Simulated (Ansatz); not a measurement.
# TaN: pressure against volume

TaN, Fm-3m, a = 4.417 Å. This isn't the usual stable structure of the compound. Ansatz: PBE, PAW, 420 eV, Γ-centred 16×16×16 mesh on 2 atoms, Gaussian smearing 0.10 eV; no spin polarisation. Symmetry fixes shape and atoms, so the cell is only scaled; pressure is positive in compression.

```tsv
V (Å³/atom)	P (GPa)
9.481	55.86
9.804	38.28
10.127	23.38
10.451	10.73
10.774	0.00
11.097	-9.12
11.420	-16.86
11.851	?
```

Question: Take V0 = 10.774 Å³/atom, fit the third-order Birch–Murnaghan form to the other rows, and predict the missing pressure.

Answer: With the Eulerian strain f = ½[(V0/V)^(2/3) − 1] and y = P/[3f(1 + 2f)^(5/2)], the form is the line y = B0 + 1.5 B0 (B0′ − 4) f. Rows (f, y): 0.04448, 338.3; 0.03246, 335.9; 0.02108, 333.4; 0.01025, 331.7; -0.00975, 327.5; -0.01904, 325.3. Means f = 0.01325, y = 332.02; Σ(Δf)² = 0.002986, ΣΔfΔy = 0.6034; the slope is their ratio. y = 329.3 + 202.0 f GPa, so B0 = 329.3 GPa and B0′ = 4 + 2 × (202.0)/(3 × 329.3) = 4.41. At V = 11.851, f = -0.03077, y = 323.08 and P = -25.45 GPa. The run gave -25.38 GPa, so the fit is 0.07 GPa too low, a small miss on the scale of the series. The form still works here, 22 % of the fitted range beyond its end.

Spin–orbit coupling is left out, which can shift energies with elements as heavy as these.